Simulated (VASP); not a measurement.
# CdS (Fm-3m) in VASP: further runs

One crystal, CdS, is run at these levels: PBE; tasks: G0W0 quasiparticle levels.

Program: VASP 6.6.1. These are calculated values, not measurements. Logs are shortened: lines on timing, memory, paths and dates and some standing lists are left out, and cuts for length are marked.

## (1) The structure

The structure is cubic, space group Fm-3m (No. 225). The conventional cell has a = 5.506 Å, b = 5.506 Å, c = 5.506 Å, α = 90.00°, β = 90.00°, γ = 90.00°. Cd (site symmetry m-3m) is surrounded by 6 S at 2.75 Å. S (site symmetry m-3m) is surrounded by 6 Cd at 2.75 Å.

Measurements of this composition are mostly on another form, of space group No. 186.

## (2) G0W0 quasiparticle levels, PBE

Input file POSCAR:

```
CdS
1.0
    0.0000000000      2.7532440000      2.7532440000
    2.7532440000      0.0000000000      2.7532440000
    2.7532440000      2.7532440000      0.0000000000
Cd S
1 1
Direct
    0.0000000000      0.0000000000      0.0000000000
    0.5000000000      0.5000000000      0.5000000000
```

Input file INCAR.step1:

```
PREC = Accurate ; ENCUT = 350
EDIFF = 1E-8 ; ISMEAR = 0
SIGMA = 0.01 ; LREAL = F
LASPH = T ; NELM = 60
ALGO = Normal ; LWAVE = T
LCHARG = F ; GGA = PE
```

Input file INCAR.step2:

```
PREC = Accurate ; ENCUT = 350
EDIFF = 1E-8 ; ISMEAR = 0
SIGMA = 0.01 ; LREAL = F
LASPH = T ; NELM = 1
ALGO = Exact ; LWAVE = T
LCHARG = F ; GGA = PE
NBANDS = 59 ; LOPTICS = T
ISTART = 1
```

Input file INCAR.step3:

```
PREC = Accurate ; ENCUT = 350
EDIFF = 1E-8 ; ISMEAR = 0
SIGMA = 0.01 ; LREAL = F
LASPH = T ; ALGO = EVGW0
LWAVE = F ; LCHARG = F
GGA = PE ; NELMGW = 1
NBANDS = 59 ; ENCUTGW = 150
NOMEGA = 48 ; PRECFOCK = Fast
ISTART = 1 ; NBANDSGW = 17
```

Input file KPOINTS:

```
Automatic mesh
0
Gamma
  3 3 3
```

Potentials or basis: VASP PAW PBE potentials, release 64 (Cd_GW, S_GW).

Launch:

```console
$ cat potpaw_PBE.64/Cd_GW/POTCAR potpaw_PBE.64/S_GW/POTCAR > POTCAR
$ cp INCAR.step1 INCAR
$ mpirun -np 1 vasp_std > vasp.out
$ cp INCAR.step2 INCAR
$ mpirun -np 1 vasp_std > vasp.out
$ cp INCAR.step3 INCAR
$ mpirun -np 1 vasp_std > vasp.out
```

OUTCAR:

```text
PREC = Accurate
   ENCUT = 350
   EDIFF = 1E-8
   ISMEAR = 0
   LREAL = F
   LASPH = T
   GGA = PE
   NELMGW = 1
   ENCUTGW = 150
   PRECFOCK = Fast
   ISTART = 1

 Found      4 irreducible k-points:

 Following reciprocal coordinates:
            Coordinates               Weight
  0.000000  0.000000  0.000000      1.000000
  0.333333  0.000000  0.000000      8.000000
  0.333333  0.333333  0.000000      6.000000
 -0.333333  0.333333  0.000000     12.000000
   k-points           NKPTS =      4   k-points in BZ     NKDIM =     27   number of bands    NBANDS=     59
   number of dos      NEDOS =    301   number of ions     NIONS =      2
   total plane-waves  NPLWV =  13824
   dimension x,y,z NGX =    24 NGY =   24 NGZ =   24
   dimension x,y,z NGXF=    48 NGYF=   48 NGZF=   48
   ions per type =               1   1
   NGX,Y,Z   is equivalent  to a cutoff of  10.25, 10.25, 10.25 a.u.
   NGXF,Y,Z  is equivalent  to a cutoff of  20.49, 20.49, 20.49 a.u.
 SYSTEM =  unknown system
   PREC   = accura    normal or accurate (medium, high low for compatibility)
   ISTART =      1    job   : 0-new  1-cont  2-samecut
   ICHARG =      0    charge: 1-file 2-atom 10-const
   ISPIN  =      1    spin polarized calculation?
   LNONCOLLINEAR =      F non collinear calculations
   LSORBIT =      F    spin-orbit coupling
   LASPH  =      T    aspherical Exc in radial PAW
   ENCUT  =  350.0 eV  25.72 Ry    5.07 a.u.   5.94  5.94  5.94*2*pi/ulx,y,z
   NELM   =     60;   NELMIN=  2; NELMDL=  0     # of ELM steps
   EDIFF  = 0.1E-07   stopping-criterion for ELM
   LREAL  =      F    real-space projection
   EDIFFG = 0.1E-06   stopping-criterion for IOM
   NSW    =      0    number of steps for IOM
   IBRION =     -1    ionic relax: 0-MD 1-quasi-New 2-CG
   NFREE  =      0    steps in history (QN), initial steepest desc. (CG)
   ISIF   =      0    stress and relaxation
   ISYM   =      3    0-nonsym 1-usesym 2-fastsym
   POTIM  = 0.5000    time-step for ionic-motion
   TEBEG  =    0.0;   TEEND  =   0.0 temperature during run
   PSTRESS=    0.0 pullay stress
   NELECT =      18.0000    total number of electrons
   NUPDOWN=      -1.0000    fix difference up-down
   EMIN   =  10.00;   EMAX   =-10.00  energy-range for DOS
   EFERMI =   0.00;   METHOD = LEGACY
   ISMEAR =     0;   SIGMA  =   0.01  broadening in eV -4-tet -1-fermi 0-gaus
   EFERMI_NEDOS =   21; number of points for ismear=-14 and -15
   IALGO  =     38    algorithm
   IMIX   =      4    mixing-type and parameters
     AMIX     =   0.40;   BMIX     =  1.00
     AMIX_MAG =   1.60;   BMIX_MAG =  1.00
  volume/ion in A,a.u.               =      20.87       140.84
  Fermi-wavevector in a.u.,A,eV,Ry     =   1.236833  2.337275 20.813583  1.529755
  Thomas-Fermi vector in A             =   2.371425
   LORBIT       =      0    0 simple, 1 ext, 2 COOP (PROOUT), +10 PAW based schemes
   GGA     = PE    functional components
   LHFCALC =     T    Hartree Fock is set to
   PRECFOCK=fast      Normal, Fast or Accurate (Low or Medium for compatibility)
   ENCUT4O =  -1.0   cutoff for four orbital integrals eV
   NKREDX  =     1    reduce k-point grid by
   NKREDY  =     1    reduce k-point grid by
   NKREDZ  =     1    reduce k-point grid by
   AEXX    =    1.0000 exact exchange contribution
   HFSCREEN=    0.0000 screening length (either q_TF or 0.3 A-1)
   HFSCREENC=   0.0000 screening length for correlation (either q_TF or 0.3 A-1)
   ENCUTFOCK=  -1.0 apply spherical cutoff to Coloumb kernel
   IVDW    =     0    specifies the selected vdW correction
   LEPSILON=     F    determine dielectric tensor
   LRPA    =     F    only Hartree local field effects (RPA)
   LRPAFORCE           =     F    calculate RPA forces
   ENCUTGW             = 150.0    cutoff for response function in eV
   ENCUTGWSOFT         = 120.0    soft cutoff for Coulomb kernel in GW response function in eV
   ENCUTLF             =  -1.0    cutoff for local field effects
   NELMGW              =     1    number of iterations in solving QP/BSE equation
   NELMHF              =     1    number of iterations in the inner HF iteration
   NKREDLFX            =     1    NKREDLFY  =   1   NKREDLFZ  =   1
 non-spin polarized calculation
 Gauss-broadening in eV      SIGMA  =   0.01
  energy-cutoff  :      350.00
  volume of cell :       41.74
 maximum number of plane-waves:       624
  NGX = 14; NGY = 14; NGZ = 14
   NGX = 11   NGY = 11   NGZ = 11
 maximum number of plane-waves:       176

 QP shifts <psi_nk| G(iteration)W_0 |psi_nk>: iteration 1
 for sc-GW calculations column KS-energies equals QP-energies in previous step
 and V_xc(KS)=  KS-energies - (<T + V_ion + V_H > + <T+V_H+V_ion>^1  + <V_x>^1)

 k-point   1 :       0.0000    0.0000    0.0000
  band No.  KS-energies  QP-energies   sigma(KS)   V_xc(KS)     V^pw_x(r,r')   Z            occupation Imag(sigma)

      1      -8.2276      -8.4780     -13.0551     -12.6772     -20.6293       0.6626       2.0000       1.5196
      2      -3.3239      -4.5782     -17.1437     -15.3695     -23.1178       0.7070       2.0000       0.4822
      3      -3.3239      -4.5782     -17.1437     -15.3695     -23.1178       0.7070       2.0000       0.4822
      4      -3.3239      -4.5782     -17.1437     -15.3695     -23.1178       0.7070       2.0000       0.4822
      5      -3.3179      -4.5601     -17.2556     -15.5052     -23.3843       0.7097       2.0000       0.5182
      6      -3.3179      -4.5601     -17.2556     -15.5052     -23.3843       0.7097       2.0000       0.5182
      7       3.7198       3.4498     -13.4514     -13.0851     -16.2010       0.7372       2.0000       0.2142
      8       3.7198       3.4498     -13.4514     -13.0851     -16.2010       0.7372       2.0000       0.2142
      9       3.7198       3.4498     -13.4514     -13.0851     -16.2010       0.7372       2.0000       0.2142
     10       5.1926       5.6060     -10.6352     -11.1663      -6.6883       0.7784       0.0000      -0.1210
     11      13.5419      14.0311      -9.5902     -10.2181      -4.9351       0.7790       0.0000      -0.3023
     12      13.5419      14.0311      -9.5902     -10.2181      -4.9351       0.7790       0.0000      -0.3023
     13      13.5419      14.0311      -9.5902     -10.2181      -4.9351       0.7790       0.0000      -0.3023
     14      15.5416      15.4487      -7.0290      -6.9097      -1.8399       0.7797       0.0000      -0.3805
     15      15.6038      16.1795      -9.3981     -10.1590      -3.6376       0.7566       0.0000      -0.5965
     16      15.6038      16.1795      -9.3981     -10.1590      -3.6376       0.7566       0.0000      -0.5965
     17      15.6038      16.1795      -9.3981     -10.1590      -3.6376       0.7566       0.0000      -0.5965

 k-point   2 :       0.3333    0.0000    0.0000
  band No.  KS-energies  QP-energies   sigma(KS)   V_xc(KS)     V^pw_x(r,r')   Z            occupation Imag(sigma)

      1      -7.4582      -7.6717     -13.4823     -13.1615     -20.8814       0.6655       2.0000       1.3710
      2      -3.5296      -4.7372     -16.9674     -15.2503     -23.0977       0.7033       2.0000       0.5275
      3      -3.5296      -4.7372     -16.9674     -15.2503     -23.0977       0.7033       2.0000       0.5275
      4      -3.4426      -4.6655     -16.7649     -15.0311     -22.6876       0.7053       2.0000       0.5082
      5      -3.1805      -4.4442     -17.3306     -15.5489     -23.3292       0.7093       2.0000       0.4852
      6      -3.1805      -4.4442     -17.3306     -15.5489     -23.3292       0.7093       2.0000       0.4852
      7       0.2813      -0.1899     -12.3848     -11.7529     -15.6608       0.7455       2.0000       0.4167
      8       4.2290       3.9650     -13.8818     -13.5270     -16.5598       0.7443       2.0000       0.2072
      9       4.2290       3.9650     -13.8818     -13.5270     -16.5598       0.7443       2.0000       0.2072
     10       7.9526       8.2821      -9.7999     -10.2224      -5.6886       0.7796       0.0000      -0.1739
     11      10.8941      11.5437     -10.9336     -11.7900      -5.9498       0.7586       0.0000      -0.3123
     12      10.9481      11.4532      -9.4883     -10.1373      -4.9975       0.7784       0.0000      -0.2451
     13      10.9481      11.4532      -9.4883     -10.1373      -4.9975       0.7784       0.0000      -0.2451
     14      15.3958      15.6649      -8.5482      -8.8951      -3.2278       0.7758       0.0000      -0.4729
     15      15.8431      16.4920      -9.8354     -10.6811      -4.6884       0.7672       0.0000      -0.4336
     16      15.8431      16.4920      -9.8354     -10.6811      -4.6884       0.7672       0.0000      -0.4336
     17      21.5776      22.3538     -10.0125     -11.0169      -3.7725       0.7728       0.0000      -1.0256

 k-point   3 :       0.3333    0.3333    0.0000
  band No.  KS-energies  QP-energies   sigma(KS)   V_xc(KS)     V^pw_x(r,r')   Z            occupation Imag(sigma)

      1      -7.4868      -7.7380     -13.7392     -13.3581     -21.1849       0.6591       2.0000       1.3210
      2      -3.4327      -4.6754     -16.9677     -15.2046     -22.9249       0.7048       2.0000       0.4873
      3      -3.2416      -4.4879     -17.3390     -15.5837     -23.4732       0.7101       2.0000       0.5126
      4      -3.1726      -4.2979     -16.6126     -15.0289     -22.5799       0.7106       2.0000       0.5601
      5      -3.1508      -4.4149     -17.3282     -15.5471     -23.3100       0.7097       2.0000       0.4839
      6      -3.1508      -4.4149     -17.3282     -15.5471     -23.3100       0.7097       2.0000       0.4839
      7       1.1886       0.7561     -12.6444     -12.0667     -15.6793       0.7486       2.0000       0.3439
      8       2.7175       2.3720     -12.9026     -12.4335     -15.8222       0.7365       2.0000       0.2601
      9       2.7175       2.3720     -12.9026     -12.4335     -15.8222       0.7365       2.0000       0.2601
     10       5.9737       6.4029     -10.3194     -10.8697      -6.5157       0.7800       0.0000      -0.1191
     11      10.8190      11.0602      -8.9779      -9.2853      -4.7241       0.7844       0.0000      -0.2062
     12      12.2757      12.8118     -10.7117     -11.4224      -5.8130       0.7543       0.0000      -0.3245
     13      14.1579      14.7333      -9.8695     -10.6244      -4.6131       0.7622       0.0000      -0.4164
     14      14.1579      14.7333      -9.8695     -10.6244      -4.6131       0.7622       0.0000      -0.4164
     15      17.6949      18.5416     -10.8565     -11.9556      -5.4618       0.7703       0.0000      -0.6247
     16      19.5918      20.5034     -10.3474     -11.5296      -4.2749       0.7711       0.0000      -0.8659
     17      19.5918      20.5034     -10.3474     -11.5296      -4.2749       0.7711       0.0000      -0.8659

 k-point   4 :      -0.3333    0.3333    0.0000
  band No.  KS-energies  QP-energies   sigma(KS)   V_xc(KS)     V^pw_x(r,r')   Z            occupation Imag(sigma)

      1      -7.1903      -7.4347     -14.0039     -13.6343     -21.4125       0.6611       2.0000       1.2581
      2      -3.4557      -4.6689     -17.0524     -15.3333     -23.2010       0.7058       2.0000       0.5307
      3      -3.4219      -4.6385     -16.7857     -15.0637     -22.7211       0.7065       2.0000       0.5090
      4      -3.2580      -4.5093     -17.0929     -15.3254     -23.0435       0.7080       2.0000       0.4916
      5      -3.1263      -4.3928     -17.3731     -15.5923     -23.3580       0.7112       2.0000       0.4815
      6      -2.8312      -3.9786     -17.2273     -15.6207     -23.2416       0.7142       2.0000       0.5308
      7       0.6038       0.1551     -12.2112     -11.6122     -15.2739       0.7490       2.0000       0.3824
      8       1.2575       0.7894     -12.2296     -11.5995     -15.3784       0.7429       2.0000       0.3555
      9       3.5125       3.1943     -13.3491     -12.9213     -16.0922       0.7437       2.0000       0.2302
     10       7.1875       7.6303     -10.3501     -10.9206      -6.4100       0.7761       0.0000      -0.1469
     11      10.8221      11.3073     -10.3406     -10.9738      -5.8046       0.7662       0.0000      -0.2508
     12      12.1808      12.7971     -10.1943     -10.9981      -5.4483       0.7667       0.0000      -0.3046
     13      12.4025      12.8679     -10.0740     -10.6845      -5.2937       0.7624       0.0000      -0.2937
     14      15.4273      15.9256      -9.4249     -10.0691      -4.1034       0.7735       0.0000      -0.4905
     15      16.3162      16.9004      -9.5282     -10.2914      -4.2901       0.7654       0.0000      -0.4450
     16      19.7838      20.6093     -10.0883     -11.1621      -3.9555       0.7687       0.0000      -0.9306
     17      20.9924      21.8868     -10.0913     -11.2361      -4.0366       0.7813       0.0000      -0.9683
```

Run time: 16 s. Hardware: 1 thread of Intel Xeon 6975P-C (Granite Rapids), shared host; peak memory 0.19 GiB.

The run converged, but some of its settings lie outside the range that counts as converged, so its numbers aren't taken as properties of the crystal.

What came out:

| Property | Result |
| --- | --- |
| Band gap on the k mesh, mean-field level | 0.96 eV, indirect (least direct gap 1.47 eV) |
| Quasiparticle gap | 1.64 eV |
| Least direct quasiparticle gap | 2.16 eV |

Caveat: the k mesh is coarse (spacing up to 0.66 Å⁻¹), so the values aren't converged; bands, screening cutoff and mesh are small and nothing is extrapolated, so the quasiparticle values aren't converged; an odd mesh through Γ misses points on the zone boundary, where band edges often lie.

## (3) G0W0 quasiparticle levels, PBE

POSCAR is that of step 2.

INCAR.step1: that of step 2 with these lines changed.

```diff
@@ -1,2 +1,2 @@
-PREC = Accurate ; ENCUT = 350
+PREC = Accurate ; ENCUT = 450
 EDIFF = 1E-8 ; ISMEAR = 0
```

INCAR.step2: that of step 2 with these lines changed.

```diff
@@ -1,2 +1,2 @@
-PREC = Accurate ; ENCUT = 350
+PREC = Accurate ; ENCUT = 450
 EDIFF = 1E-8 ; ISMEAR = 0
```

INCAR.step3: that of step 2 with these lines changed.

```diff
@@ -1,2 +1,2 @@
-PREC = Accurate ; ENCUT = 350
+PREC = Accurate ; ENCUT = 450
 EDIFF = 1E-8 ; ISMEAR = 0
```

KPOINTS is that of step 2.

Potentials or basis: VASP PAW PBE potentials, release 64 (Cd_GW, S_GW).

Launch:

```console
$ cat potpaw_PBE.64/Cd_GW/POTCAR potpaw_PBE.64/S_GW/POTCAR > POTCAR
$ cp INCAR.step1 INCAR
$ mpirun -np 1 vasp_std > vasp.out
$ cp INCAR.step2 INCAR
$ mpirun -np 1 vasp_std > vasp.out
$ cp INCAR.step3 INCAR
$ mpirun -np 1 vasp_std > vasp.out
```

OUTCAR:

```text
PREC = Accurate
   ENCUT = 450
   EDIFF = 1E-8
   ISMEAR = 0
   LREAL = F
   LASPH = T
   GGA = PE
   NELMGW = 1
   ENCUTGW = 150
   PRECFOCK = Fast
   ISTART = 1

 Found      4 irreducible k-points:

 Following reciprocal coordinates:
            Coordinates               Weight
  0.000000  0.000000  0.000000      1.000000
  0.333333  0.000000  0.000000      8.000000
  0.333333  0.333333  0.000000      6.000000
 -0.333333  0.333333  0.000000     12.000000
[... 59 lines left out ...]
   ENCUTGWSOFT         = 120.0    soft cutoff for Coulomb kernel in GW response function in eV
   ENCUTLF             =  -1.0    cutoff for local field effects
   NELMGW              =     1    number of iterations in solving QP/BSE equation
   NELMHF              =     1    number of iterations in the inner HF iteration
   NKREDLFX            =     1    NKREDLFY  =   1   NKREDLFZ  =   1
 non-spin polarized calculation
 Gauss-broadening in eV      SIGMA  =   0.01
  energy-cutoff  :      450.00
  volume of cell :       41.74
 maximum number of plane-waves:       906
  NGX = 16; NGY = 16; NGZ = 16
   NGX = 13   NGY = 13   NGZ = 13
 maximum number of plane-waves:       176

 QP shifts <psi_nk| G(iteration)W_0 |psi_nk>: iteration 1
 for sc-GW calculations column KS-energies equals QP-energies in previous step
 and V_xc(KS)=  KS-energies - (<T + V_ion + V_H > + <T+V_H+V_ion>^1  + <V_x>^1)

 k-point   1 :       0.0000    0.0000    0.0000
  band No.  KS-energies  QP-energies   sigma(KS)   V_xc(KS)     V^pw_x(r,r')   Z            occupation Imag(sigma)

      1      -8.2276      -8.4758     -13.0522     -12.6776     -20.6296       0.6625       2.0000       1.5214
      2      -3.3313      -4.6079     -17.1746     -15.3687     -23.1447       0.7069       2.0000       0.4733
      3      -3.3313      -4.6079     -17.1746     -15.3687     -23.1447       0.7069       2.0000       0.4733
      4      -3.3313      -4.6079     -17.1746     -15.3687     -23.1447       0.7069       2.0000       0.4733
      5      -3.3249      -4.5895     -17.2853     -15.5045     -23.4091       0.7101       2.0000       0.5080
      6      -3.3249      -4.5895     -17.2853     -15.5045     -23.4091       0.7101       2.0000       0.5080
[... 59 lines left out ...]
      3      -3.4289      -4.6706     -16.8204     -15.0640     -22.7523       0.7069       2.0000       0.5005
      4      -3.2651      -4.5378     -17.1220     -15.3251     -23.0689       0.7082       2.0000       0.4830
      5      -3.1335      -4.4282     -17.4105     -15.5914     -23.3913       0.7117       2.0000       0.4725
      6      -2.8377      -4.0052     -17.2540     -15.6200     -23.2646       0.7145       2.0000       0.5215
[... 9 lines left out ...]
     16      19.7754      20.6033     -10.1052     -11.1813      -3.9643       0.7693       0.0000      -0.9306
     17      20.9739      21.8731     -10.1174     -11.2693      -4.0494       0.7806       0.0000      -0.9691
```

It took 21 s on 1 thread of Intel Xeon 6975P-C (Granite Rapids), shared host; peak memory 0.22 GiB.

The run converged, but some of its settings lie outside the range that counts as converged, so its numbers aren't taken as properties of the crystal.

What came out:

- Band gap on the k mesh, mean-field level: 0.97 eV, indirect (least direct gap 1.47 eV)
- Quasiparticle gap: 1.65 eV
- Least direct quasiparticle gap: 2.16 eV

Caveat: the k mesh is coarse (spacing up to 0.66 Å⁻¹), so the values aren't converged; bands, screening cutoff and mesh are small and nothing is extrapolated, so the quasiparticle values aren't converged; an odd mesh through Γ misses points on the zone boundary, where band edges often lie.

## (4) The reference run

An earlier run on the cell as given: functional PBE; potentials or basis VASP PAW PBE potentials, release 64 (Cd, S); cutoff 520 eV; k mesh 8 × 8 × 8; occupations fermi-dirac, width 0.05 eV; no spin polarisation.

* Pressure: -0.1 GPa
* Band gap on the k mesh: 0.26 eV, indirect (least direct gap 1.53 eV)
